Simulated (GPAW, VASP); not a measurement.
Given: the input of a run of VASP 6.6.1 on GaAs. 

The input INCAR:

```
SYSTEM = GaAs
PREC = Accurate
ENCUT = 520
EDIFF = 1E-7
ISMEAR = 0
SIGMA = 0.023
LREAL = .False.
LASPH = .True.
NELM = 60
ALGO = Fast
ISIF = 2
LWAVE = .False.
LCHARG = .False.
GGA = PE
NBANDS = 16
```

Contents of KPOINTS:

```
Automatic mesh
0
Gamma
  8 8 8
  0 0 0
```

The input POSCAR:

```
GaAs
1.0
    0.0000000000      2.8268500000      2.8268500000
    2.8268500000      0.0000000000      2.8268500000
    2.8268500000      2.8268500000      0.0000000000
As Ga
1 1
Direct
    0.7500000000      0.7500000000      0.7500000000
    0.0000000000      0.0000000000      0.0000000000
```

Potentials or basis: VASP PAW PBE potentials, release 64 (As, Ga_d).

The run is started by

```sh
$ cat potpaw_PBE.64/As/POTCAR potpaw_PBE.64/Ga_d/POTCAR > POTCAR
$ mpirun -np 1 vasp_std > vasp.out
```

Problem. Set up the same calculation for GPAW 26.7.0 (ASE script). Potentials or basis there: GPAW PAW data sets (gpaw-data 1.2.1), cutoff 600 eV.

Solution. As run (cutoffs and basis follow the program's own potentials, and thresholds, step limits or extra output files can differ):

Contents of run.py:

```python
from ase import Atoms
from ase.dft.bandgap import bandgap
from ase.io import write
from ase.units import GPa
from gpaw import GPAW, PW

atoms = Atoms(['As', 'Ga'],
              cell=[[0.0, 2.82685, 2.82685],
                    [2.82685, 0.0, 2.82685],
                    [2.82685, 2.82685, 0.0]],
              scaled_positions=[[0.75, 0.75, 0.75],
                                [0.0, 0.0, 0.0]],
              pbc=True)

calc = GPAW(mode=PW(600),
            xc='PBE',
            kpts={'size': (8, 8, 8), 'gamma': True},
            occupations={'name': 'methfessel-paxton', 'order': 0, 'width': 0.023},
            nbands=11,
            convergence={'density': 1e-05, 'energy': 1e-05},
            maxiter=150,
            txt='gpaw.txt')
atoms.calc = calc
energy = atoms.get_potential_energy()
forces = atoms.get_forces()
stress = atoms.get_stress()
calc.write('gs.gpw')
write('result.traj', atoms)
print(f'Energy: {energy:.6f} eV')
print('Forces (eV/A):')
print(forces.round(4))
print('Stress (GPa):', (stress / GPa).round(3))
print('Fermi level:', round(calc.get_fermi_level(), 4), 'eV')
print(f'Gap: {bandgap(calc)[0]:.4f} eV, direct: {bandgap(calc, direct=True)[0]:.4f} eV')
```

Potentials or basis: GPAW PAW data sets (gpaw-data 1.2.1), pw.

Launch:

```sh
$ OMP_NUM_THREADS=1 python run.py
```

Both were run:

|  | VASP | GPAW |
| --- | --- | --- |
| Pressure | 3.5 GPa | 4.3 GPa |

The potentials hold 18 and 8 valence electrons a cell.

Pressure is positive in compression.
